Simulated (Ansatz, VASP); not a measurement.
KNbO3 in VASP and in Ansatz

File INCAR:

```
SYSTEM = KNbO3
PREC = Accurate ; ENCUT = 520
EDIFF = 1E-7 ; ISMEAR = -1
SIGMA = 0.05 ; LREAL = .False.
LASPH = .True. ; NELM = 60
ALGO = Normal ; ISIF = 2
LWAVE = .False. ; LCHARG = .False.
GGA = PE ; NBANDS = 28
```

The input KPOINTS:

```
regular mesh
0
Gamma
  7 7 7
  0 0 0
```

File POSCAR:

```
KNbO3
1.0
    3.9144260904      0.0000000000      0.0000000000
    0.0000000000      3.9144260904      0.0000000000
    0.0000000000      0.0000000000      3.9800583597
Nb K O
1 1 3
Direct
    0.5000000000      0.5000000000      0.5000000000
    0.0000000000      0.0000000000      0.0180000000
    0.0000000000      0.5000000000      0.5400000000
    0.5000000000      0.0000000000      0.5400000000
    0.5000000000      0.5000000000      0.0440000000
```

Contents of input.yaml:

```yaml
crystal:
  lattice:
    - [3.9144260904, 0.0, 0.0]
    - [0.0, 3.9144260904, 0.0]
    - [0.0, 0.0, 3.9800583597]
  atoms:
    - { symbol: Nb, position: [0.5, 0.5, 0.5] }
    - { symbol: K, position: [0.0, 0.0, 0.018] }
    - { symbol: O, position: [0.0, 0.5, 0.54] }
    - { symbol: O, position: [0.5, 0.0, 0.54] }
    - { symbol: O, position: [0.5, 0.5, 0.044] }
hamiltonian:
  xc: pbe
  pseudopotentials: { kind: paw }
kpoints:
  mp_grid: { grid: [7, 7, 7] }
scf:
  occupations: { method: fermi_dirac, width: 0.05 }
output:
  forces: true
  stress: true
  eigenvalues: true
```

Change from the starting cell: volume scaled by 0.94.

Alike in both runs: task single point; functional PBE; k mesh 7 × 7 × 7; occupations fermi-dirac, width 0.05 eV; no spin polarisation.

|  | VASP | Ansatz |
| --- | --- | --- |
| version | VASP 6.6.1 | Ansatz 0.2.0 |
| potentials or method | VASP PAW PBE potentials, release 64 (Nb_sv, K_sv, O) | Ansatz PAW |
| plane-wave cutoff (eV) | 520 | 420 |
| valence electrons in the cell | 40 | 40 |

VASP gave:

* gap on the k mesh at the Fermi level (eV): 1.79
* least direct gap on the mesh (eV): 2.57
* pressure (GPa): 16.3
* largest component of the traceless stress (GPa): 2.21
* rms of the force components (eV/Å): 0.361

Estimate Ansatz's values.

gap on the k mesh at the Fermi level (eV): 1.82; least direct gap on the mesh (eV): 2.58; pressure (GPa): 16.4; largest component of the traceless stress (GPa): 2.14; rms of the force components (eV/Å): 0.352.

Atom by atom the forces differ by 0.010 eV/Å (rms over components). With one functional, cell and mesh, what is left measures potentials, basis and numerics.

Caveats: forces of over 1 eV/Å show positions far from the minimum, so gaps and moduli don't describe the material at rest; an odd mesh through Γ misses points on the zone boundary, where band edges often lie (VASP); odd divisions of the mesh miss points on the zone boundary, where band edges often lie, so the gap on the mesh can be too wide (Ansatz); the pressure holds a Pulay correction of +0.6 GPa for the finite cutoff (Ansatz).
